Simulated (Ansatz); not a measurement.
# Ni: pressure and energy change per atom as volume scale varies

Results calculated with Ansatz 0.2.0, not measured. Plane-wave DFT, scalar-relativistic PAW made under PBE with cores redone for the functional, no dispersion; the given relaxed cell is scaled uniformly, energy at zero smearing counts from the unscaled cell, pressure at the given Fermi-Dirac smearing is positive in compression.

The cell before it is scaled or strained (space group P6/mmm, No. 191):
```
Ni
1.0
      3.9910     0.0000     0.0000
     -1.9955     3.4563     0.0000
      0.0000     0.0000     2.4185
Ni
3
Direct
  0.00000 0.00000 0.00000
  0.33333 0.66667 0.50000
  0.66667 0.33333 0.50000
```

Settings of every row: spin polarised yes; functional PBE; wave cutoff 420 eV; smearing width 0.05 eV; k mesh 10x10x15.

Atom:
| element | starting moment (Bohr magneton) |
| --- | --- |
| Ni | 0.65 |
| Ni | 0.69 |
| Ni | 0.69 |

Limits: search for a lower magnetic state is off; the cell comes from a prototype or a list of computed structures and needn't be the stable phase.

| row | volume scale | V (Å³/atom) | pressure (GPa) | energy change per atom (meV) | largest site moment (Bohr magneton) |
| --- | --- | --- | --- | --- | --- |
| 1 | 0.88 | 9.786 | 32.78 | 119.27 | 0.63 |
| 2 | 0.92 | 10.231 | 19.2 | 48.14 | 0.66 |
| 3 | 0.96 | 10.676 | 8.45 | 10.74 | 0.68 |
| 4 | 1.04 | 11.565 | -6.77 | 10.31 | 0.71 |
| 5 | 1.08 | 12.01 | ? | ? | ? |
| 6 | 1.12 | 12.455 | -16.22 | 77.14 | 0.74 |

Question: what pressure and energy change per atom should row 5 give?

Worked fit of pressure. Take u = (V_r/V)^(2/3) − 1 with V_r = 10.676 Å³ an atom, which is twice the finite (Eulerian) strain; such expansions in the strain, on which the Birch-Murnaghan equation of state is built, carry the rest volume and the bulk modulus. The shown rows have u = 0.05975, 0.02879, 0, -0.05193, -0.09765. Least squares give pressure = 8.505 + 347.16 × u + 968.4 × u² GPa; a straight line predicts inner rows, each left out in turn, worse (root mean square 2.7 against 0.18 GPa). The rows lie off it by 0.07, -0.10, -0.06, 0.14, -0.06 (root mean square 0.091 GPa). The pressure vanishes at u = -0.0265, or V = 11.11 Å³ an atom, and there the bulk modulus at fixed shape and fractions is B = −V dP/dV = (2/3)(1 + u) dP/du = 192 GPa. Letting shape and atoms relax would as a rule lower it, by much in layered, chain or molecular crystals. The withheld row has u = -0.07549, so the fit gives 8.505 + 347.16 × (-0.07549) + 968.4 × (-0.07549)² = -12.18 GPa.

The calculation gave -12.07 GPa. The fit lies 0.11 GPa (0.22 % of the column's range) below it; its largest miss of a shown row is 0.14 GPa.

Worked fit of energy change per atom. Take u = (V_r/V)^(2/3) − 1 with V_r = 10.676 Å³ an atom, which is twice the finite (Eulerian) strain; such expansions in the strain, on which the Birch-Murnaghan equation of state is built, carry the rest volume and the bulk modulus. The shown rows have u = 0.05975, 0.02879, 0, -0.05193, -0.09765. Least squares give energy change per atom = 11.213 + 857.48 × u + 15746 × u² meV; a straight line predicts inner rows, each left out in turn, worse (root mean square 45 against 1.5 meV). The rows lie off it by 0.61, -0.81, -0.47, 1.16, -0.49 (root mean square 0.75 meV). The withheld row has u = -0.07549, so the fit gives 11.213 + 857.48 × (-0.07549) + 15746 × (-0.07549)² = 36.21 meV.

The calculation gave 37.21 meV. The fit lies 1.00 meV (2.7 % of the value, 0.92 % of the column's range) below it; its largest miss of a shown row is 1.16 meV.

The other values of row 5: largest site moment 0.72 Bohr magneton.
